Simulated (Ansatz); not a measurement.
Structure types of Sb were relaxed at one common pressure (all-electron LAPW in Ansatz 0.2.0 under PBE, scalar-relativistic, no spin polarisation, zero temperature). They take these volumes:

```
    type  space group  V (Å³/atom)
     fcc        Fm-3m        13.41
     bcc        Im-3m        13.36
     hcp     P6_3/mmc        13.40
   omega       P6/mmm        13.45
beta tin     I4_1/amd        13.99
      sc        Pm-3m        14.40
```

Problem. At about which pressure, and is the densest type also the lowest in enthalpy?

Solution. 220 GPa. The densest is bcc, and it is also the lowest in enthalpy among these.
